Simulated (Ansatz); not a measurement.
This script drives Ansatz 0.2.0 through its Python package.

The script, `smear_si.py`:
```python
"""How the energy of Si depends on the smearing."""

import warnings

import ansatz as az
import pandas as pd
from pymatgen.core import Lattice, Structure
from pymatgen.io.ase import AseAtomsAdaptor

warnings.simplefilter("ignore", az.DeckWarning)

pmg_structure = Structure(
    Lattice([[-2.37137, 2.37137, 1.32927], [2.37137, -2.37137, 1.32927], [2.37137, 2.37137, -1.32927]]),
    ["Si", "Si"],
    [
        [0.25, 0.75, 0.5],
        [0.5, 0.5, 0.0],
    ],
)
structure = az.Crystal.from_ase(AseAtomsAdaptor.get_atoms(pmg_structure))

base = structure.calculation()
base = base.functional("pbe")
base = base.pseudopotentials("paw").basis(17 * az.Ha)
base = base.kpoints(13, 13, 13).forces()
base = base.stress()

rows = []
for value in [0.25, 0.15, 0.1, 0.05, 0.025]:
    data = base.occupations("cold", width=value).run().report
    rows.append((value, data["free_energy_ev"] / len(data["lattice"]["sites"]), data["n_iterations"], sum(data["stress_gpa"][i][i] for i in range(3)) / 3, max(abs(f) for row in data["forces_ev_ang"] for f in row), data["n_kpoints"]))

table = pd.DataFrame(rows, columns=["width (eV)", "F/atom (eV)", "iterations", "P (GPa)", "max component (eV/A)", "k-points"])
print(table.round(5).to_string(index=False))

# the last row is the reference
for row in rows[:-1]:
    shift = 1000 * (row[1] - rows[-1][1])
    print(f"{row[0]}: {shift:+.2f} meV/atom" + ("  (within 2 meV)" if abs(shift) < 2 else ""))
```

It is started by `python smear_si.py`. Estimate its wall time and peak memory on 1 thread of Intel(R) Xeon(R) Platinum 8259CL CPU @ 2.50GHz (Skylake/Cascade Lake), on a shared host.

It took about 24 s, with a peak of 0.52 GiB, for 5 runs of the engine.

```console
$ python smear_si.py
 width (eV)  F/atom (eV)  iterations  P (GPa)  max component (eV/A)  k-points
      0.250   -635.51806           4  3.30014                   0.0       196
      0.150   -635.51810           4  3.35323                   0.0       196
      0.100   -635.51814           4  3.37090                   0.0       196
      0.050   -635.51806           4  3.35467                   0.0       196
      0.025   -635.51799           5  3.34811                   0.0       196
0.25: -0.07 meV/atom  (within 2 meV)
0.15: -0.12 meV/atom  (within 2 meV)
0.1: -0.16 meV/atom  (within 2 meV)
0.05: -0.08 meV/atom  (within 2 meV)
```

Caveats:
- Forces vanish by symmetry here and test nothing.
- The narrowest width needs the finest mesh, so the last row is no converged reference.
- Pressure is positive in compression.
- This isn't the structure that Si takes at ambient conditions.
